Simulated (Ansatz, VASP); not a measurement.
# One calculation of Si2N, two programs

```
Si N
1.0
     5.76435    0.00000    0.00000
     0.00000    5.76435    0.00000
     0.00000    0.00000    4.45181
Si N
8 4
Direct
  0.20351 0.97452 0.18779
  0.79649 0.02548 0.18779
  0.02548 0.20351 0.18779
  0.97452 0.79649 0.18779
  0.79649 0.02548 0.81221
  0.20351 0.97452 0.81221
  0.97452 0.79649 0.81221
  0.02548 0.20351 0.81221
  0.95461 0.63746 0.50000
  0.04539 0.36254 0.50000
  0.36254 0.95461 0.50000
  0.63746 0.04539 0.50000
```

Alike in both runs: task single point; functional PBE; k mesh 4 × 4 × 4; occupations gaussian, width 0.1 eV; no spin polarisation.

|  | VASP | Ansatz |
| --- | --- | --- |
| version | VASP 6.6.1 | Ansatz 0.2.0 |
| potentials or method | VASP PAW PBE potentials, release 64 (Si, N) | scalar-relativistic, plane waves, PAW |
| plane-wave cutoff (eV) | 520 | 420 |
| valence electrons in the cell | 52 | 52 |

Ansatz gave:

| Quantity | Value |
| --- | --- |
| gap on the k mesh at the Fermi level (eV) | none |
| rms of the force components (eV/Å) | 18.801 |

Problem. Estimate VASP's values.

Solution. gap on the k mesh at the Fermi level (eV): none; rms of the force components (eV/Å): 18.627.

Atom by atom the forces differ by 0.180 eV/Å (rms over components). A gap of «none» marks a metal or a gap that the smearing closes. With one functional, cell and mesh, what is left measures potentials, basis and numerics.

Caveats: forces of over 1 eV/Å show positions far from the minimum, so gaps and moduli don't describe the material at rest.
